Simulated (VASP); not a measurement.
# Bi: relaxed cell and band gap, by functional

Bi, R-3m (no. 166), 2 atoms in the cell.

| Functional | Volume (Å³/atom) | Change from the starting volume (fraction) | Gap, path and mesh (eV) | Time (s) |
|---|---|---|---|---|
| revPBE | 37.83 | 0.079 | 0.00 | 756 |
| AM05 | 34.67 | -0.011 | 0.00 | 533 |
| PW91 | 36.62 | 0.044 | 0.00 | 636 |
| BLYP | 41.93 | 0.195 | 0.00 | 1599 |
| optPBE exchange with PBE correlation | 35.73 | 0.019 | 0.00 | 500 |
| optB88 exchange with PBE correlation | 34.94 | -0.004 | 0.00 | 517 |
| optB86b exchange with PBE correlation | 33.99 | -0.031 | 0.00 | 673 |
| PW86R exchange with PBE correlation | 39.74 | 0.133 | 0.00 | 720 |
| CX exchange with PBE correlation | 33.25 | -0.052 | 0.00 | 803 |

## Input of the first row

INCAR.step1:
```
PREC = Accurate
ENCUT = 600
EDIFF = 1E-7
ISMEAR = 1
SIGMA = 0.1
LREAL = False
LASPH = True
GGA_COMPAT = False
ALGO = Normal
NELM = 150
ISIF = 3
LWAVE = False
LCHARG = False
GGA = RE
IBRION = 2
EDIFFG = -0.005
NSW = 60
```

INCAR.step2, as INCAR.step1 but for:
```
- NSW = 60
+ NSW = 40
```

INCAR.step3, as INCAR.step2 but for:
```
- ISIF = 3
- IBRION = 2
- EDIFFG = -0.005
- NSW = 40
+ ISIF = 2
+ NBANDS = 22
```

KPOINTS:
```
k-points
0
Gamma
  7 7 7
```

KPOINTS_OPT:
```
path GLB1,BZGX,QFP1Z,LP
8
line-mode
reciprocal
 0.0000000000  0.0000000000  0.0000000000  G
 0.5000000000  0.0000000000  0.0000000000  L

 0.5000000000  0.0000000000  0.0000000000  L
 0.5000000000  0.2403434496 -0.2403434496  B1

 0.7596565504  0.5000000000  0.2403434496  B
 0.5000000000  0.5000000000  0.5000000000  Z

 0.5000000000  0.5000000000  0.5000000000  Z
 0.0000000000  0.0000000000  0.0000000000  G

 0.0000000000  0.0000000000  0.0000000000  G
 0.3701717248  0.0000000000 -0.3701717248  X

 0.6298282752  0.3701717248  0.0000000000  Q
 0.5000000000  0.5000000000  0.0000000000  F

 0.5000000000  0.5000000000  0.0000000000  F
 0.6298282752  0.6298282752  0.2403434496  P1

 0.6298282752  0.6298282752  0.2403434496  P1
 0.5000000000  0.5000000000  0.5000000000  Z

 0.5000000000  0.0000000000  0.0000000000  L
 0.7596565504  0.3701717248  0.3701717248  P
```

POSCAR.step1:
```
Bi
1.0
    2.2675000000      1.3091417354      3.9380000000
   -2.2675000000      1.3091417354      3.9380000000
    0.0000000000     -2.6182834708      3.9380000000
Bi
2
Direct
    0.7660000000      0.7660000000      0.7660000000
    0.2340000000      0.2340000000      0.2340000000
```

Commands (each step's output is kept before the next begins):
```
cat potpaw_PBE.64/Bi_d/POTCAR > POTCAR
cp INCAR.step1 INCAR
cp POSCAR.step1 POSCAR
mpirun -np 1 vasp_std > vasp.out
cp CONTCAR POSCAR
rm WAVECAR CHG
cp INCAR.step2 INCAR
mpirun -np 1 vasp_std > vasp.out
cp CONTCAR POSCAR
rm WAVECAR CHG
cp INCAR.step3 INCAR
mpirun -np 1 vasp_std > vasp.out
```

Changes of the last row against the first:
```
(all steps)
- GGA = RE
+ GGA = CX
```

VASP 6.6.1 took 756 s on 1 core (Intel Xeon Platinum 8259CL @ 2.50GHz (Skylake/Cascade Lake)), a shared host.
